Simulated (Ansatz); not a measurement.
# CuAu (R-3m) in Ansatz: further runs

Runs on CuAu. Level: r2SCAN. Tasks: single point, equation of state.

Program: Ansatz 0.2.0. These are calculated values, not measurements. Logs are shortened: lines on timing, memory, paths and dates and some standing lists are left out, and cuts for length are marked.

### Step 1. The crystal as given

It takes space group R-3m (No. 166, trigonal). Conventional cell: a = 2.886 Å, b = 2.886 Å, c = 12.769 Å, α = 90.00°, β = 90.00°, γ = 120.00°. Au (site symmetry -3m) has 6 Cu at 2.70 Å and 6 Au at 2.89 Å as nearest neighbours. Around Cu (site symmetry -3m) lie 6 Au at 2.70 Å and 6 Cu at 2.89 Å.

The cell comes from a database or a generator and needn't be the stable form of this composition.

### Step 2. Single point, r2SCAN, 14.43 Å³/atom (volume scaled by 0.94)

input.yaml

```yaml
crystal:
  lattice:
    - [1.4135984423, 0.8161414412, 4.1692857537]
    - [-1.4135984423, 0.8161414412, 4.1692857537]
    - [0.0, -1.6322828824, 4.1692857537]
  atoms:
    - { symbol: Au, position: [0.0, 0.0, 0.0] }
    - { symbol: Cu, position: [0.5, 0.5, 0.5] }
hamiltonian:
  xc: r2scan
  pseudopotentials: { kind: paw }
kpoints:
  mp_grid: { grid: [11, 11, 11] }
scf:
  occupations: { method: fermi_dirac, width: 0.05 }
output:
  forces: true
  stress: true
  eigenvalues: true
```

Potentials or basis: Ansatz PAW.

On the command line:

```console
$ ansatz run input.yaml --threads 2 --pin off --max-ram 5632MiB --backend cpu --events-out ev --progress --plain --runs-dir out
```

What it wrote:

```text
Warning: RAYON_NUM_THREADS=2 ignored (pool sized by the plan → 2); use --threads N
basis.fft_grid_basis auto: the FFT boxes are laid along the combinations [[1, 0, -1], [0, 1, -1], [0, 0, 1]] of the cell's own vectors, 2.827, 2.827 and 4.477 Å long. The dense box has 24×24×36 points. Along the cell's own vectors, as sized, it would have 36×36×36, 2.25 times as many. Of the 12 symmetry operations that the crystal satisfies within crystal.symmetry.tolerance (time reversal apart; of a slab, those that keep its plane) the dense box along the cell's own vectors carries 12, and the one as laid loses 8 of those. basis.fft_grid_basis: typed keeps the cell's own vectors: state it where this run's energies or levels are differenced outside the engine with another run's, or held beside a run that keeps those vectors.
Engine: ansatz 0.2.0, x86_64-unknown-linux-gnu
Pseudopotentials: kind: paw
Pseudopotential: Au, paw, valence charge 19, recommended cutoff 500 eV (meta_gga), Au.paw.azcp
Pseudopotential: Cu, paw, valence charge 19, recommended cutoff 500 eV (meta_gga), Cu.paw.azcp
Functional definition: r2SCAN
  parameter k0 = 0.174
  parameter k1 = 0.065
  parameter a1 = 4.9479
  exchange = r2scan_x(k0 = k0, k1 = k1, a1 = a1)
  correlation = r2scan_c
Crystal: 2 atoms, lattice volume = 28.861 Å³
Basis set: ecut = 500 eV, 729 PW (Γ), FFT grids on a1−a3, a2−a3, a3, exchange–correlation on 96×96×144 points (64 copies of the dense FFT grid, shifted against one another)
Bands: 23, of which v1, the nominal top of the filled ones, is band 19 counted from 1 (18 counted from 0)
Symmetry: 12 space group operations
Space group: R-3m (ITA 166), of the structure as read, at distance tolerance 3.1e-5 Å
k-points: 146 of 1331
Non-local potential: Au, projectors of the file, l = 0: 3, l = 1: 2, l = 2: 2, l = 3: 1
Non-local potential: Cu, projectors of the file, l = 0: 3, l = 1: 2, l = 2: 3, l = 3: 1
PAW form: soft (Blöchl's): semilocal exchange-correlation on the pseudo side does not see the compensation charge
PAW frozen core: Au, regenerated for the run's functional (the file was generated under x = pbe(κ = 0.804, μ = 0.2195149727645171), c = pbe(β = 0.06672455060314922))
PAW frozen core: Cu, regenerated for the run's functional (the file was generated under x = pbe(κ = 0.804, μ = 0.2195149727645171), c = pbe(β = 0.06672455060314922))
PAW one-centre angular grid: Au, 590 points (default); XC on 160 Gauss nodes
PAW one-centre angular grid: Cu, 590 points (default); XC on 160 Gauss nodes
Initial density: superposition of atomic densities (neutral atoms: chi_scale 0, normalization atom), corrected by the library's trained network
Initial wavefunctions: pseudopotential atomic-orbital guess
Functional: x = r2scan, c = r2scan; τ floored in thin density (d = 2e-4 eV/Å³)
SCF iter   1: F=—  HF=-19794.702267 eV  |F-HF|=—  |Δ(HF+E_count)|=         —  Δρ=2.92e-2  dr2=1.51e-1  dr2_τ=7.17e-3  ethr=1.77e-3  ⟨swp⟩=5.3  Hψ=12885  notcnv=0
preconditioner: auto → Kerker (q_TF=auto, 2.856 Å⁻¹)  [metal: Δε(μ)=0.020 eV  Ē_g=11.523 eV  σ=0.050 eV  W_gap=0.10  n_scr=14 (ndim 8)  ℏωp=32.4 eV  f_vac=0.000  D(μ)=0.96/eV (n_scr^D=2)]
SCF iter   2: F=—  HF=-19794.689003 eV  |F-HF|=—  |Δ(HF+E_count)|=   1.33e-2  Δρ=1.32e-2  dr2=3.99e-2  dr2_τ=1.95e-3  ethr=3.97e-4  ⟨swp⟩=2.1  Hψ=6113  notcnv=0  defer=7
SCF iter   3: F=—  HF=-19794.679703 eV  |F-HF|=—  |Δ(HF+E_count)|=   9.30e-3  Δρ=9.40e-3  dr2=1.68e-2  dr2_τ=6.14e-4  ethr=1.05e-4  ⟨swp⟩=2.1  Hψ=6214  notcnv=0  defer=7
SCF iter   4: F=—  HF=-19794.677569 eV  |F-HF|=—  |Δ(HF+E_count)|=   2.13e-3  Δρ=3.61e-3  dr2=2.90e-3  dr2_τ=6.18e-5  ethr=4.41e-5  ⟨swp⟩=1.0  Hψ=4465  notcnv=0  defer=6
SCF iter   5: F=—  HF=-19794.677364 eV  |F-HF|=—  |Δ(HF+E_count)|=   2.05e-4  Δρ=8.93e-4  dr2=2.97e-4  dr2_τ=4.93e-6  ethr=7.63e-6  ⟨swp⟩=2.0  Hψ=4289  notcnv=0  defer=6
SCF iter   6: F=—  HF=-19794.677468 eV  |F-HF|=—  |Δ(HF+E_count)|=   1.04e-4  Δρ=2.46e-4  dr2=2.78e-5  dr2_τ=1.06e-6  ethr=7.82e-7  ⟨swp⟩=2.0  Hψ=4837  notcnv=0  defer=6
SCF iter   7: F=—  HF=-19794.677476 eV  |F-HF|=—  |Δ(HF+E_count)|=   8.11e-6  Δρ=1.21e-4  dr2=4.93e-6  dr2_τ=8.23e-8  ethr=7.31e-8  ⟨swp⟩=2.2  Hψ=4936  notcnv=0  defer=6
SCF iter   8: F=—  HF=-19794.677480 eV  |F-HF|=—  |Δ(HF+E_count)|=   3.46e-6  Δρ=3.06e-5  dr2=2.93e-7  dr2_τ=1.38e-8  ethr=1.30e-8  ⟨swp⟩=2.0  Hψ=4951  notcnv=0  defer=6
SCF iter   9: F=-19794.677480 eV  HF=-19794.677480 eV  |F-HF|=7.68e-9  |Δ(HF+E_count)|=   1.43e-7  Δρ=6.53e-6  dr2=1.16e-8  dr2_τ=4.84e-10  ethr=2.63e-10  ⟨swp⟩=5.2  Hψ=14017  notcnv=0
SCF 1 converged in 9 iterations: F = -19794.677480 eV  dr2 = 1.16e-8
SCF converged after 9 iterations
Free energy (F): -19794.677480 eV
Harris-Foulkes:  -19794.677480 eV  (|F-HF|=7.68e-9)
Internal energy: -19794.669809 eV  (E = F + TS)
E sigma→0 (E₀):  -19794.673645 eV
Entropy (-TS):   -0.007671 eV (-3.835 meV/atom)
Fermi energy:    19.173378 eV
--- Per-component energies (eV) ---
  E_band       = -596.520911
  E_kinetic    = 905.889855
  E_local      = -5900.124473  (includes V_loc(G=0)·N_el)
  E_nonlocal   = 475.826942
  E_hartree    = 2599.210865
  E_xc         = -301.883444
  E_vxc        = -431.290087  (∫ρ·V_xc dr)
  E_paw        = -11413.831358  (= ΣΔE_a)
  E_vpaw       = -875.049444  (= ΣTr[D̂ρ^β])
  E_aug_tail   = 0.000851  (compensation charges beyond the density's cutoff)
  E_vtau       = 29.802043  (kinetic-family band-sum trace: ∫τ·v_τ [+ j·A + Jᵃ·Aᵃ] dr)
  E_ewald      = -6159.281617
  E_core_change = -0.477432  (= ΣΔE_core)
  E_smearing   = -0.007671  (= −TS)
  E_closure    = -0.000000  (closes the sum)
  Σ components = -19794.677480   (vs F -19794.677480, Δ=0.00e0)
--- Forces (eV/Å), atoms counted from 1 ---
  atom   1  Au    -0.00000000     0.00000000    -0.00000000
  atom   2  Cu    -0.00000000    -0.00000000    -0.00000000
  max |Σ_I F_I| component: 2.36e-28 eV/Å
--- Stress (GPa, compression-positive) ---
        3.964288       0.000000       0.000000
        0.000000       3.964288      -0.000000
        0.000000      -0.000000       5.829143
  P = ⅓ Tr σ = 4.5859 GPa (45.859 kbar)
--- Band table (eV; the first three rows and the last of 146) ---
  k-point 0: bands = ["-97.1208", "-89.0358", "-52.9746", "-52.9436", "-52.9436", "-39.9218", "-39.7689", "-39.7689", "8.8211", "11.9276", "13.7752", "13.7752", "14.9099", "14.9099", "16.1037", "16.6669", "16.6669", "17.4115", "17.4115", "18.9436", "24.3449", "34.3447", "36.3394"]
  k-point 1: bands = ["-97.1207", "-89.0349", "-52.9744", "-52.9455", "-52.9441", "-39.9197", "-39.7873", "-39.7735", "9.1011", "12.0879", "13.6644", "13.9531", "14.6812", "14.9177", "16.1389", "16.6159", "16.6992", "16.8961", "17.3620", "19.8036", "24.4636", "34.1288", "35.0771"]
  k-point 2: bands = ["-97.1202", "-89.0323", "-52.9737", "-52.9507", "-52.9454", "-39.9140", "-39.8367", "-39.7859", "9.8891", "12.4779", "13.4750", "14.1118", "14.4425", "14.9491", "16.1506", "16.3691", "16.5651", "16.7909", "17.2323", "21.1629", "24.9669", "31.0347", "34.9497"]
  k-point 145: bands = ["-97.1207", "-89.0349", "-52.9740", "-52.9455", "-52.9441", "-39.9214", "-39.7874", "-39.7736", "10.4076", "12.5385", "13.7813", "13.8641", "14.1196", "15.2534", "15.4269", "16.2995", "16.3750", "16.3793", "16.7938", "16.9450", "32.5093", "34.0405", "35.0261"]
```

Wall time 19 s (2 threads of AMD EPYC (Zen 3), shared host); peak memory 0.5 GiB.

What came out:

```
Free energy            : -19794.6775 eV
Pressure               : 4.6 GPa
Band gap on the k mesh : none (metal or under the smearing width)
```

Caveat: the PAW data sets come from PBE, with cores solved anew for the run's functional, which leaves a small shift of forces and pressure.

### Step 3. Single point, r2SCAN, 14.74 Å³/atom (volume scaled by 0.96)

input.yaml, as its differences from that of step 2:

```diff
@@ -2,5 +2,5 @@
   lattice:
-    - [1.4135984423, 0.8161414412, 4.1692857537]
-    - [-1.4135984423, 0.8161414412, 4.1692857537]
-    - [0.0, -1.6322828824, 4.1692857537]
+    - [1.4235536889, 0.8218891055, 4.1986478884]
+    - [-1.4235536889, 0.8218891055, 4.1986478884]
+    - [0.0, -1.643778211, 4.1986478884]
   atoms:
```

Potentials or basis: Ansatz PAW.

On the command line:

```console
$ ansatz run input.yaml --threads 2 --pin off --max-ram 5632MiB --backend cpu --events-out ev --progress --plain --runs-dir out
```

It took 19 s on 2 threads of AMD EPYC (Zen 3), shared host; peak memory 0.5 GiB.

Results (log left out):

```yaml
Free_energy: -19794.6881 eV
Pressure: 1.1 GPa
Band_gap_on_the_k_mesh: none (metal or under the smearing width)
```

Caveat: the PAW data sets come from PBE, with cores solved anew for the run's functional, which leaves a small shift of forces and pressure.

### Step 4. Single point, r2SCAN, 15.04 Å³/atom (volume scaled by 0.98)

input.yaml, as its differences from that of step 3:

```diff
@@ -2,5 +2,5 @@
   lattice:
-    - [1.4235536889, 0.8218891055, 4.1986478884]
-    - [-1.4235536889, 0.8218891055, 4.1986478884]
-    - [0.0, -1.643778211, 4.1986478884]
+    - [1.4333716108, 0.8275574853, 4.2276049958]
+    - [-1.4333716108, 0.8275574853, 4.2276049958]
+    - [0.0, -1.6551149707, 4.2276049958]
   atoms:
```

On the command line:

```console
$ ansatz run input.yaml --threads 2 --pin off --max-ram 5632MiB --backend cpu --events-out ev --progress --plain --runs-dir out
```

Run time: 17 s. Hardware: 2 threads of AMD EPYC (Zen 3), shared host; peak memory 0.51 GiB.

The run converged. Its results:

- Free energy: -19794.6861 eV
- Pressure: -2.0 GPa
- Band gap on the k mesh: none (metal or under the smearing width)

Caveat: the PAW data sets come from PBE, with cores solved anew for the run's functional, which leaves a small shift of forces and pressure.

### Step 5. Single point, r2SCAN, 15.35 Å³/atom

input.yaml, as its differences from that of step 4:

```diff
@@ -2,5 +2,5 @@
   lattice:
-    - [1.4333716108, 0.8275574853, 4.2276049958]
-    - [-1.4333716108, 0.8275574853, 4.2276049958]
-    - [0.0, -1.6551149707, 4.2276049958]
+    - [1.4430568479, 0.8331492596, 4.2561707609]
+    - [-1.4430568479, 0.8331492596, 4.2561707609]
+    - [0.0, -1.6662985192, 4.2561707609]
   atoms:
```

On the command line:

```console
$ ansatz run input.yaml --threads 2 --pin off --max-ram 5632MiB --backend cpu --events-out ev --progress --plain --runs-dir out
```

Run time: 17 s. Hardware: 2 threads of AMD EPYC (Zen 3), shared host; peak memory 0.51 GiB.

The run converged. Its results:

```
Free energy            : -19794.6731 eV
Pressure               : -4.7 GPa
Band gap on the k mesh : none (metal or under the smearing width)
```

Caveat: the PAW data sets come from PBE, with cores solved anew for the run's functional, which leaves a small shift of forces and pressure.

### Step 6. Single point, r2SCAN, 15.66 Å³/atom (volume scaled by 1.02)

input.yaml, as its differences from that of step 5:

```diff
@@ -2,5 +2,5 @@
   lattice:
-    - [1.4430568479, 0.8331492596, 4.2561707609]
-    - [-1.4430568479, 0.8331492596, 4.2561707609]
-    - [0.0, -1.6662985192, 4.2561707609]
+    - [1.4526137943, 0.8386669652, 4.2843581437]
+    - [-1.4526137943, 0.8386669652, 4.2843581437]
+    - [0.0, -1.6773339303, 4.2843581437]
   atoms:
```

Potentials or basis: Ansatz PAW.

On the command line:

```console
$ ansatz run input.yaml --threads 2 --pin off --max-ram 5632MiB --backend cpu --events-out ev --progress --plain --runs-dir out
```

It took 19 s on 2 threads of AMD EPYC (Zen 3), shared host; peak memory 0.51 GiB.

The run converged. Its results:

* Free energy: -19794.6503 eV
* Pressure: -7.1 GPa
* Band gap on the k mesh: none (metal or under the smearing width)

Caveat: the PAW data sets come from PBE, with cores solved anew for the run's functional, which leaves a small shift of forces and pressure.

### Step 7. Single point, r2SCAN, 15.97 Å³/atom (volume scaled by 1.04)

input.yaml, as its differences from that of step 6:

```diff
@@ -2,5 +2,5 @@
   lattice:
-    - [1.4526137943, 0.8386669652, 4.2843581437]
-    - [-1.4526137943, 0.8386669652, 4.2843581437]
-    - [0.0, -1.6773339303, 4.2843581437]
+    - [1.4620466157, 0.8441130071, 4.3121794307]
+    - [-1.4620466157, 0.8441130071, 4.3121794307]
+    - [0.0, -1.6882260143, 4.3121794307]
   atoms:
@@ -19 +19,5 @@
   eigenvalues: true
+  write_density: true
+  write_potential: true
+  elf: true
+  volumetric_format: npy
```

On the command line:

```console
$ ansatz run input.yaml --threads 2 --pin off --max-ram 5632MiB --backend cpu --events-out ev --progress --plain --runs-dir out
```

Wall time 25 s (2 threads of AMD EPYC (Zen 3), shared host); peak memory 0.53 GiB.

The run converged. Its results:

- Free energy: -19794.6192 eV
- Pressure: -9.1 GPa
- Band gap on the k mesh: none (metal or under the smearing width)

Caveat: the PAW data sets come from PBE, with cores solved anew for the run's functional, which leaves a small shift of forces and pressure.

### Step 8. Single point, r2SCAN, 16.27 Å³/atom (volume scaled by 1.06)

input.yaml

```yaml
crystal:
  lattice:
    - [1.4713592656, 0.8494896681, 4.3396462822]
    - [-1.4713592656, 0.8494896681, 4.3396462822]
    - [0.0, -1.6989793362, 4.3396462822]
  atoms:
    - { symbol: Au, position: [0.0, 0.0, 0.0] }
    - { symbol: Cu, position: [0.5, 0.5, 0.5] }
hamiltonian:
  xc: r2scan
  pseudopotentials: { kind: paw }
kpoints:
  mp_grid: { grid: [11, 11, 11] }
scf:
  occupations: { method: fermi_dirac, width: 0.05 }
output:
  forces: true
  stress: true
  eigenvalues: true
```

On the command line:

```console
$ ansatz run input.yaml --threads 2 --pin off --max-ram 5632MiB --backend cpu --events-out ev --progress --plain --runs-dir out
```

Wall time 20 s (2 threads of AMD EPYC (Zen 3), shared host); peak memory 0.52 GiB.

The run converged. Its results:

```yaml
Free_energy: -19794.5807 eV
Pressure: -10.9 GPa
Band_gap_on_the_k_mesh: none (metal or under the smearing width)
```

Caveat: the PAW data sets come from PBE, with cores solved anew for the run's functional, which leaves a small shift of forces and pressure.

### Step 9. Equation of state, r2SCAN

Potentials or basis: Ansatz PAW.

No new run: the results of the series are fitted here.

What came out:

```
Equilibrium volume                        : 14.84 Å³/atom
Bulk modulus at fixed shape and positions : 153 GPa
Pressure derivative of the bulk modulus   : 5.5
```

Energy against volume, from the lowest point:
| volume (Å³/atom) | energy (meV/atom) |
| --- | --- |
| 14.430 | 5.33 |
| 14.737 | 0.00 |
| 15.044 | 1.00 |
| 15.351 | 7.54 |
| 15.658 | 18.91 |
| 15.965 | 34.49 |
| 16.272 | 53.73 |

Caveat: the cell was scaled at fixed shape and fractional positions, which overstates the stiffness of a crystal with free parameters, most of all of layers and chains; the PAW data sets were made with another functional, which shifts forces and pressure a little. The run has no spin-orbit coupling, so splittings on Au are missing.
